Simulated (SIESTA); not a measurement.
Write the native input for SIESTA 5.4.2 that does the following.

```yaml
Task: single point
Functional: PBE
Potentials_or_basis: PseudoDojo 0.4 standard (PBE files)
Basis: DZP (energy shift 0.003 Ry; two zetas on semicore shells)
Grid_cutoff: 800 Ry
Energy_shift: 0.003 Ry
k_mesh: 7 × 7 × 7
Occupations: fermi-dirac, width 0.05 eV
Spin: no spin polarisation
```

TiSi2:

```xyz
6
Lattice="0.0000 4.1175 4.2629 2.3895 0.0000 4.2629 2.3895 4.1175 0.0000" Properties=species:S:1:pos:R:3 pbc="T T T"
Ti    3.6333    6.1117    6.3765
Ti    2.3463    4.1090    4.2783
Si    1.1705    3.3480    2.1337
Si    1.2065    0.7287    2.1475
Si    2.4337    1.3170    4.3016
Si    2.3347    6.9183    4.2719
```

The cell is a database's computed one.

The cell isn't the ideal one: atoms moved at random, drawn with an rms of 0.05 Å.

The input as run:

TiSi2.fdf

```
SystemName                      TiSi2
SystemLabel                     TiSi2
NumberOfSpecies                 2
NumberOfAtoms                   6
%block ChemicalSpeciesLabel
  1  22 Ti
  2  14 Si
%endblock ChemicalSpeciesLabel

LatticeConstant                 1.0 Ang
%block LatticeVectors
     0.0000000000     4.1175163063     4.2628978354
     2.3895119538     0.0000000000     4.2628978354
     2.3895119538     4.1175163063     0.0000000000
%endblock LatticeVectors
AtomicCoordinatesFormat         Fractional
%block AtomicCoordinatesAndAtomicSpecies
     0.7298090000     0.7660080000     0.7545160000  1  Ti
     0.5098080000     0.4938000000     0.4881250000  1  Ti
     0.4119000000     0.0886290000     0.4012170000  2  Si
     0.0879200000     0.4158410000     0.0890560000  2  Si
     0.1552350000     0.8538540000     0.1646180000  2  Si
     0.8526370000     0.1494690000     0.8275820000  2  Si
%endblock AtomicCoordinatesAndAtomicSpecies

%block kgrid.MonkhorstPack
    7   0   0  0.0
    0   7   0  0.0
    0   0   7  0.0
%endblock kgrid.MonkhorstPack
XC.Functional                   GGA
XC.Authors                      PBE
PAO.BasisSize                   DZP
PAO.EnergyShift                 0.003 Ry
Mesh.Cutoff                     800 Ry
OccupationFunction              FD
ElectronicTemperature           0.05 eV
MaxSCFIterations                120
SCF.MustConverge                false
SCF.Mixer.Method                Pulay
SCF.Mixer.Weight                0.25
SCF.Mixer.History               8
SCF.DM.Tolerance                5.0e-05
SCF.H.Tolerance                 1.0e-03 eV
WriteForces                     true
Charge.Mulliken                 end
%block PAO.Basis
  Ti 5
  n=3 0 2
    3.144 0.000
  n=4 0 2
    8.756 0.000
  n=3 1 2
    3.568 0.000
  n=4 1 1
    8.756
  n=3 2 2
    6.267 0.000
%endblock PAO.Basis
```

Potentials or basis: PseudoDojo 0.4 standard (PBE files), DZP (energy shift 0.003 Ry; two zetas on semicore shells).

Command:

```bash
$ siesta < TiSi2.fdf > TiSi2.out 2>&1
```

Results of the run:

| Quantity | Value |
| --- | --- |
| Pressure | 3.3 GPa |
| Largest force | 1.143 eV/Å |
| Band gap on the k mesh | none (metal or under the smearing width) |

Caveat: the basis of atomic orbitals isn't converged, which shifts pressures, moduli and gaps.

Wall time 5.4 min on 1 thread of Intel(R) Xeon(R) Platinum 8488C (Sapphire Rapids), on a shared host, peak memory 0.84 GiB.
